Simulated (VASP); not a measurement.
# BN (P6_3/mmc) in VASP: a series of runs

The runs below take BN through relaxation of cell and atoms, with rev-vdW-DF2.

Program: VASP 6.6.1. These are calculated values, not measurements. Logs are shortened: lines on timing, memory, paths and dates and some standing lists are left out, and cuts for length are marked.

## 1. The crystal as given

The structure is hexagonal, space group P6_3/mmc (No. 194). Conventional cell: a = 2.498 Å, b = 2.498 Å, c = 6.636 Å, α = 90.00°, β = 90.00°, γ = 120.00°. Around B (site symmetry -6m2) lie 3 N at 1.44 Å. N (site symmetry -6m2) has 3 B at 1.44 Å as nearest neighbours.

## 2. Relaxation of cell and atoms, rev-vdW-DF2

INCAR reads:

```
SYSTEM = BN
AGGAC = 0.0 ; ALGO = Normal
EDIFF = 1E-6 ; EDIFFG = -0.01
ENCUT = 600 ; GGA = MK
IBRION = 2 ; ISIF = 3
ISMEAR = 0 ; KPAR = 2
LASPH = .True. ; LCHARG = .False.
LREAL = .False. ; LUSE_VDW = .True.
LWAVE = .False. ; NELM = 80
NSW = 90 ; PARAM1 = 0.1234
PARAM2 = 0.711357 ; PREC = Accurate
SIGMA = 0.03 ; ZAB_VDW = -1.8867
```

KPOINTS reads:

```
k-points
0
Gamma
  12 12 4
  0 0 0
```

POSCAR reads:

```
BN
1.0
    2.4982400000      0.0000000000      0.0000000000
   -1.2491200000      2.1635393048      0.0000000000
    0.0000000000      0.0000000000      6.6357000000
B N
2 2
Direct
    0.3333333333      0.6666666667      0.2500000000
    0.6666666667      0.3333333333      0.7500000000
    0.3333333333      0.6666666667      0.7500000000
    0.6666666667      0.3333333333      0.2500000000
```

Potentials or basis: VASP PAW PBE potentials, release 64 (B, N).

On the command line:

```console
$ cat potpaw_PBE.64/B/POTCAR potpaw_PBE.64/N/POTCAR > POTCAR
$ mpirun -np 2 vasp_std > vasp.out
```

OUTCAR:

```text
SYSTEM = BN
   EDIFF = 1E-6
   EDIFFG = -0.01
   ENCUT = 600
   GGA = MK
   IBRION = 2
   ISIF = 3
   ISMEAR = 0
   LASPH = .True.
   LREAL = .False.
   NELM = 80
   NSW = 90
   PREC = Accurate

 ion  position               nearest neighbor table
   1  0.333  0.667  0.250-   4 1.44   4 1.44   4 1.44
   2  0.667  0.333  0.750-   3 1.44   3 1.44   3 1.44
   3  0.333  0.667  0.750-   2 1.44   2 1.44   2 1.44
   4  0.667  0.333  0.250-   1 1.44   1 1.44   1 1.44

  LATTYP: Found a hexagonal cell.
 ALAT       =     2.4982400000
 C/A-ratio  =     2.6561499296

  Lattice vectors:

 A1 = (   2.4982400000,   0.0000000000,   0.0000000000)
 A2 = (  -1.2491200000,   2.1635393048,   0.0000000000)
 A3 = (   0.0000000000,   0.0000000000,   6.6357000000)

Analysis of symmetry for initial positions (statically):
=====================================================================
 Subroutine PRICEL returns:
 Original cell was already a primitive cell.

 Routine SETGRP: Setting up the symmetry group for a
 hexagonal supercell.

 Subroutine GETGRP returns: Found 24 space group operations
 (whereof 12 operations were pure point group operations)
 out of a pool of 24 trial point group operations.

The static configuration has the point symmetry D_3d.
 The point group associated with its full space group is D_6h.

Analysis of symmetry for dynamics (positions and initial velocities):
=====================================================================
 Subroutine PRICEL returns:
 Original cell was already a primitive cell.

 Routine SETGRP: Setting up the symmetry group for a
 hexagonal supercell.

 Subroutine GETGRP returns: Found 24 space group operations
 (whereof 12 operations were pure point group operations)
 out of a pool of 24 trial point group operations.

The dynamic configuration has the point symmetry D_3d.
 The point group associated with its full space group is D_6h.

 Subroutine INISYM returns: Found 24 space group operations
 (whereof 12 operations are pure point group operations),
 and found     1 'primitive' translations

----------------------------------------------------------------------------------------

                                     Primitive cell

  volume of cell :      35.8662

  direct lattice vectors                    reciprocal lattice vectors
     2.498240000  0.000000000  0.000000000     0.400281798  0.231102804  0.000000000
    -1.249120000  2.163539305  0.000000000     0.000000000  0.462205608  0.000000000
     0.000000000  0.000000000  6.635700000     0.000000000  0.000000000  0.150700002
[... 105 lines left out ...]
   IALGO  =     38    algorithm
   IMIX   =      4    mixing-type and parameters
     AMIX     =   0.40;   BMIX     =  1.00
     AMIX_MAG =   1.60;   BMIX_MAG =  1.00
  volume/ion in A,a.u.               =       8.97        60.51
  Fermi-wavevector in a.u.,A,eV,Ry     =   1.250891  2.363842 21.289433  1.564729
  Thomas-Fermi vector in A             =   2.384864
   LORBIT       =      0    0 simple, 1 ext, 2 COOP (PROOUT), +10 PAW based schemes
   GGA     = MK    functional components
   LHFCALC =     F    Hartree Fock is set to
   AEXX    =    0.0000 exact exchange contribution
   IVDW_NL    =     1    kernel type
   BPARAM     = 6.3000
   IVDW    =     0    specifies the selected vdW correction
   LEPSILON=     F    determine dielectric tensor
   LRPA    =     F    only Hartree local field effects (RPA)
 conjugate gradient relaxation of ions
 non-spin polarized calculation
 Gauss-broadening in eV      SIGMA  =   0.03
  energy-cutoff  :      600.00
  volume of cell :       35.87
 maximum number of plane-waves:      1224
 NGX is ok and might be reduce to    20
   NGX =  9   NGY =  9   NGZ = 27

--------------------------------------- Ionic step        1  -------------------------------------------

 number of electron      15.9999998 magnetization

 Free energy of the ion-electron system (eV)
  ---------------------------------------------------
  ext. energy  EPLUGINS =         0.00000000
  ---------------------------------------------------
  free energy    TOTEN  =       -31.90903126 eV

  energy without entropy =      -31.90903126  energy(sigma->0) =      -31.90903126

------------------------ aborting loop because EDIFF is reached ----------------------------------------

  FORCE on cell =-STRESS in cart. coord.  units (eV):
  Direction    XX          YY          ZZ          XY          YZ          ZX
  --------------------------------------------------------------------------------------
  -------------------------------------------------------------------------------------
  Total        1.1709737      1.1709737     -0.1860807      0.0000000     -0.0000000      0.0000000
  in kB       52.3084722     52.3084722     -8.3123956      0.0000000     -0.0000000      0.0000000
  external PRESSURE =      32.1015163 kB  Pullay stress =       0.0000000 kB
[... 307 lines left out ...]
--------------------------------------- Ionic step        9  -------------------------------------------

 number of electron      15.9999999 magnetization

 Free energy of the ion-electron system (eV)
  ---------------------------------------------------
  ext. energy  EPLUGINS =         0.00000000
  ---------------------------------------------------
  free energy    TOTEN  =       -31.91717545 eV

  energy without entropy =      -31.91717545  energy(sigma->0) =      -31.91717545

 E-fermi :   2.5427     XC(G=0): -10.4165

 val. band max:        2.3818419284   @ k =   0.3333   0.2500   0.0000
 cond. band min:       6.5428599154   @ k =   0.5000   0.0000   0.0000
 fundamental gap:      4.1610179870
 Fermi energy:         2.5427110910

 k-point     1 :       0.0000    0.0000    0.0000
  band No.  band energies     occupation
      1     -15.3516      2.00000
      2     -14.9809      2.00000
      3      -3.9938      2.00000
      4      -1.5117      2.00000
      5       0.9892      2.00000
      6       0.9892      2.00000
      7       1.0382      2.00000
      8       1.0382      2.00000
      9       7.5699      0.00000
     10      12.8135      0.00000
     11      13.8690      0.00000
     12      13.8690      0.00000
[... 331 lines left out ...]
 k-point    24 :       0.3333    0.0000    0.2500
  band No.  band energies     occupation
      1     -13.3353      2.00000
      2     -13.1466      2.00000
      3      -4.4926      2.00000
      4      -4.4163      2.00000
      5      -1.2270      2.00000
      6      -1.1701      2.00000
      7      -0.9199      2.00000
      8       0.5006      2.00000
      9       9.0925      0.00000
     10       9.7961      0.00000
     11      11.3283      0.00000
     12      12.5733      0.00000

 [... further k-points ...]
[... 5 lines left out ...]
  --------------------------------------------------------------------------------------
  -------------------------------------------------------------------------------------
  Total        0.0260955      0.0260955     -0.0086548      0.0000000      0.0000000      0.0000000
  in kB        1.1844065      1.1844065     -0.3928180      0.0000000      0.0000000      0.0000000
  external PRESSURE =       0.6586650 kB  Pullay stress =       0.0000000 kB
[... 23 lines left out ...]
  energy  without entropy=      -31.9171754483  energy(sigma->0) =      -31.91717545

Total vdW correction in eV:      2.3156252

 reached required accuracy - stopping structural energy minimisation
```

CONTCAR:

```text
BN
   1.00000000000000
     2.5100414404350824    0.0000000000000000    0.0000000000000000
    -1.2550207202175412    2.1737596520187314   -0.0000000000000000
     0.0000000000000000    0.0000000000000000    6.4696792850521003
  B               N
     2     2
Direct
     0.3333333332999970    0.6666666667000030    0.2500000000000000
     0.6666666667000030    0.3333333332999970    0.7500000000000000
     0.3333333332999970    0.6666666667000030    0.7500000000000000
     0.6666666667000030    0.3333333332999970    0.2500000000000000

  0.00000000E+00  0.00000000E+00  0.00000000E+00
  0.00000000E+00  0.00000000E+00  0.00000000E+00
  0.00000000E+00  0.00000000E+00  0.00000000E+00
  0.00000000E+00  0.00000000E+00  0.00000000E+00
```

It took 6.7 min on 2 MPI ranks of Intel Xeon Platinum 8375C at 2.90GHz (Ice Lake), shared host; peak memory 0.31 GiB.

Results:

```yaml
Free_energy: -31.9172 eV
Relaxed_volume: 8.83 Å³/atom
Relaxed_cell: a = 2.510 Å, b = 2.510 Å, c = 6.470 Å, α = 90.00°, β = 90.00°, γ = 120.00°
Space_group_after_relaxing_to_0.05_Å: P6_3/mmc (No. 194)
Energy_gained_by_relaxing: 2.0 meV/atom
Ionic_steps: 9
Pressure_after_relaxing: 0.1 GPa
Band_gap_on_the_k_mesh: 4.16 eV, indirect (least direct gap 4.54 eV)
```

Stress tensor (GPa, compression positive):
```
 0.12  0.00  0.00
 0.00  0.12  0.00
 0.00  0.00 -0.04
```

Step by step:
| step | energy change (eV) | largest force (eV/Å) | pressure (GPa) | volume (Å³) |
| --- | --- | --- | --- | --- |
| 1 | 0.0000 | 0.0000 | 3.21 | 35.87 |
| 2 | 0.0141 | 0.0000 | -6.55 | 36.80 |
| 3 | -0.0057 | 0.0000 | -0.32 | 36.19 |
| 4 | -0.0057 | 0.0000 | -0.28 | 36.19 |
| 5 | -0.0061 | 0.0000 | -0.24 | 36.12 |
| 6 | -0.0069 | 0.0000 | -0.16 | 35.91 |
| 7 | -0.0080 | 0.0000 | -0.01 | 35.51 |
| 8 | -0.0070 | 0.0000 | 0.38 | 34.69 |
| 9 | -0.0081 | 0.0000 | 0.07 | 35.30 |

Final structure:
```yaml
crystal:
  lattice:
    - [2.51004, 0.00000, 0.00000]
    - [-1.25502, 2.17376, 0.00000]
    - [0.00000, 0.00000, 6.46968]
  atoms:
    - { symbol: B, position: [0.33333, 0.66667, 0.25000] }
    - { symbol: B, position: [0.66667, 0.33333, 0.75000] }
    - { symbol: N, position: [0.33333, 0.66667, 0.75000] }
    - { symbol: N, position: [0.66667, 0.33333, 0.25000] }
```

Levels at points of the mesh, in eV from the valence-band top:
```tsv
k point	band 5	band 6	band 7	band 8	band 9	band 10	band 11	band 12
(0.00, 0.00, 0.00)	-1.39	-1.39	-1.34	-1.34	5.19	10.43	11.49	11.49
(0.50, 0.00, 0.00)	-4.17	-4.08	-1.57	-0.38	4.16	5.73	9.48	9.91
(0.00, 0.00, 0.50)	-1.37	-1.37	-1.37	-1.37	7.74	7.74	11.56	11.56
(0.50, 0.00, 0.50)	-4.13	-4.13	-0.95	-0.95	4.65	4.65	9.91	9.91
```

Caveat: the PAW data sets were made with another functional, which shifts forces and pressure a little. A k mesh can miss the band edges.

## 3. Relaxation of cell and atoms, rev-vdW-DF2

This run uses another cell than the first one, of 8.83 Å³/atom, 0.984 times its volume.

INCAR, as its differences from that of step 2:

```diff
@@ -2,3 +2,3 @@
 AGGAC = 0.0 ; ALGO = Normal
-EDIFF = 1E-6 ; EDIFFG = -0.01
+EDIFF = 1E-7 ; EDIFFG = -0.005
 ENCUT = 600 ; GGA = MK
```

KPOINTS is that of step 2.

POSCAR reads:

```
BN                                      
1.0
    2.5100414404      0.0000000000      0.0000000000
   -1.2550207202      2.1737596520     -0.0000000000
    0.0000000000      0.0000000000      6.4696792851
  B               N             
     2     2
Direct
     0.3333333332999970    0.6666666667000030    0.2500000000000000
     0.6666666667000030    0.3333333332999970    0.7500000000000000
     0.3333333332999970    0.6666666667000030    0.7500000000000000
     0.6666666667000030    0.3333333332999970    0.2500000000000000
```

Potentials or basis: VASP PAW PBE potentials, release 64 (B, N).

On the command line:

```console
$ cat potpaw_PBE.64/B/POTCAR potpaw_PBE.64/N/POTCAR > POTCAR
$ mpirun -np 2 vasp_std > vasp.out
```

It took 2.3 min on 2 MPI ranks of Intel Xeon Platinum 8375C at 2.90GHz (Ice Lake), shared host; peak memory 0.3 GiB.

Results (log left out):

```
Free energy                            : -31.9162 eV
Relaxed volume                         : 8.83 Å³/atom
Relaxed cell                           : a = 2.510 Å, b = 2.510 Å, c = 6.470 Å, α = 90.00°, β = 90.00°, γ = 120.00°
Space group after relaxing (to 0.05 Å) : P6_3/mmc (No. 194)
Energy gained by relaxing              : 0.0 meV/atom
Ionic steps                            : 3
Pressure after relaxing                : 0.0 GPa
Band gap on the k mesh                 : 4.16 eV, indirect (least direct gap 4.54 eV)
```

Final structure:
```xyz
4
Lattice="2.5103 0.0000 0.0000 -1.2552 2.1740 0.0000 0.0000 0.0000 6.4697" Properties=species:S:1:pos:R:3 pbc="T T T"
B     0.0000    1.4493    1.6174
B     1.2552    0.7247    4.8523
N     0.0000    1.4493    4.8523
N     1.2552    0.7247    1.6174
```

Levels at points of the mesh, in eV from the valence-band top:
```tsv
k point	band 4	band 5	band 6	band 7	band 8	band 9	band 10	band 11	band 12
(0.00, 0.00, 0.00)	-3.89	-1.39	-1.39	-1.34	-1.34	5.19	10.43	11.48	11.48
(0.50, 0.00, 0.00)	-8.78	-4.17	-4.08	-1.57	-0.38	4.16	5.73	9.48	9.90
(0.00, 0.00, 0.50)	-5.29	-1.37	-1.37	-1.37	-1.37	7.74	7.74	11.56	11.56
(0.50, 0.00, 0.50)	-8.83	-4.13	-4.13	-0.94	-0.94	4.65	4.65	9.90	9.90
```

Caveat: the PAW data sets were made with another functional, which shifts forces and pressure a little. A k mesh can miss the band edges.
